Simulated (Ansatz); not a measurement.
# Na: do energies and stresses tell the same story?

These are results of DFT r2SCAN, scalar-relativistic, plane waves, PAW (Ansatz), not measurements.

Settings: cutoff 500 eV, Γ-centred mesh 15×15×8 on the computed 2-atom cell, Gaussian smearing of 0.10 eV; no spin polarisation.

Relaxed cell: P6_3/mmc, a = 3.767 Å, b = 3.767 Å, c = 6.154 Å, α = 90.00°, β = 90.00°, γ = 120.00°, 2 atoms in the primitive cell. This form isn't the element's structure at ambient conditions.

Energies at zero smearing and pressures from the stress tensor, at volumes with shape and atoms relaxed:
| V (Å³/atom) | E − E(first) (meV/atom) | P (GPa) |
| --- | --- | --- |
| 35.545 | 0.00 | 0.516 |
| 36.679 | -2.62 | 0.235 |
| 37.814 | -3.38 | -0.009 |
| 38.948 | -2.53 | -0.222 |
| 40.083 | -0.27 | -0.408 |

Question: Check P = −dE/dV between neighbouring volumes, and get the bulk modulus from the pressures alone.

Answer: With 1 eV/Å³ = 160.2 GPa:
```tsv
middle V (Å³/atom)	−ΔE/ΔV (GPa)	mean P (GPa)
36.112	0.370	0.376
37.247	0.108	0.113
38.381	-0.121	-0.116
39.515	-0.319	-0.315
```

The two differ by 0.006 GPa at most. The mean of two end pressures misses the average over a step by about ΔV² P″/12, up to 0.003 GPa here; with that taken off 0.002 GPa remains. Around V = 37.814 Å³/atom, the two neighbours give B = −V ΔP/ΔV = 37.814 × 0.457 / 2.269 = 7.6 GPa, against B0 = 7.6 GPa from the Birch–Murnaghan fit of the energies.